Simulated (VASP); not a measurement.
## Mg2Ge in VASP 6.6.1, single-point calculation

INCAR

```
ISYM = 0
NELM = 120
LREAL = .FALSE.
NBANDS = 16
SIGMA = 0.02
ISIF = 2
ENCUT = 520
IVDW = 10
EDIFF = 1E-7
LWAVE = .FALSE.
LCHARG = .FALSE.
NSW = 0
LASPH = .TRUE.
IBRION = -1
GGA = PE
ISMEAR = -1
PREC = Accurate
```

KPOINTS

```
KPOINTS created by Atomic Simulation Environment
0
Gamma
4 4 4
0 0 0
```

POSCAR

```
Ge Mg
 1.0000000000000000
     0.0000000000000000    3.0876082004000001    3.0876082004000001
     3.0876082004000001    0.0000000000000000    3.0876082004000001
     3.0876082004000001    3.0876082004000001    0.0000000000000000
 Ge  Mg
   1   2
Cartesian
  0.0000000000000000  0.0000000000000000  0.0000000000000000
  1.5438041002000000  1.5438041002000000  1.5438041002000000
  4.6314123006000001  4.6314123006000001  4.6314123006000001
```

The recommended PBE PAW datasets give the neutral cell 18 valence electrons.

Command

```
mpirun -np 1 vasp_std
```

Problem. How does this run end, and what does it give?

Solution. It converged. Results: gap between bands v and c on the k mesh 0.02 eV; least direct gap on the k mesh 1.62 eV; pressure 4.7 GPa. Band v is the last that the valence electrons fill when counted band by band, and c is the next.

OSZICAR

```
N       E                     dE             d eps       ncg     rms          rms(c)
DAV:   1     0.881997609261E+02    0.88200E+02   -0.89101E+03  1240   0.196E+03
DAV:   2     0.308483592783E+01   -0.85115E+02   -0.81466E+02  1232   0.438E+02
DAV:   3    -0.826939240731E+01   -0.11354E+02   -0.11254E+02  1432   0.898E+01
DAV:   4    -0.856508375074E+01   -0.29569E+00   -0.29565E+00  1416   0.148E+01
DAV:   5    -0.857129062942E+01   -0.62069E-02   -0.62067E-02  1464   0.242E+00    0.356E+00
DAV:   6    -0.813812034131E+01    0.43317E+00   -0.43984E-01  1424   0.373E+00    0.192E+00
DAV:   7    -0.804171878716E+01    0.96402E-01   -0.28136E-01  1424   0.329E+00    0.540E-01
DAV:   8    -0.804326177925E+01   -0.15430E-02   -0.33123E-02  1432   0.224E+00    0.261E-01
DAV:   9    -0.804121314254E+01    0.20486E-02   -0.51812E-03  1424   0.556E-01    0.680E-02
DAV:  10    -0.804120867690E+01    0.44656E-05   -0.82558E-04  1448   0.395E-01    0.306E-02
DAV:  11    -0.804124560522E+01   -0.36928E-04   -0.52049E-05  1360   0.853E-02    0.246E-02
DAV:  12    -0.804122915553E+01    0.16450E-04   -0.41328E-05  1352   0.304E-02    0.598E-03
DAV:  13    -0.804122917997E+01   -0.24447E-07   -0.76437E-06  1520   0.127E-02    0.265E-03
DAV:  14    -0.804122888069E+01    0.29928E-06   -0.39037E-07  1280   0.633E-03    0.601E-04
DAV:  15    -0.804122882372E+01    0.56974E-07   -0.29884E-08   760   0.972E-04
   1 F= -.88439615E+01 E0= -.88427404E+01  d E =-.244202E-02
```

Standard output (part)

```
POSCAR found type information on POSCAR GeMg
 POSCAR found :  2 types and       3 ions
 LDA part: xc-table for (Slater+PW92), standard interpolation
 POSCAR, INCAR and KPOINTS ok, starting setup
 WAVECAR not read
 entering main loop
```

For comparison, a separate PBE run of the intended cell, on usual settings and not on those above, gives a gap of 0.05 eV on its mesh and a pressure of 7.3 GPa.
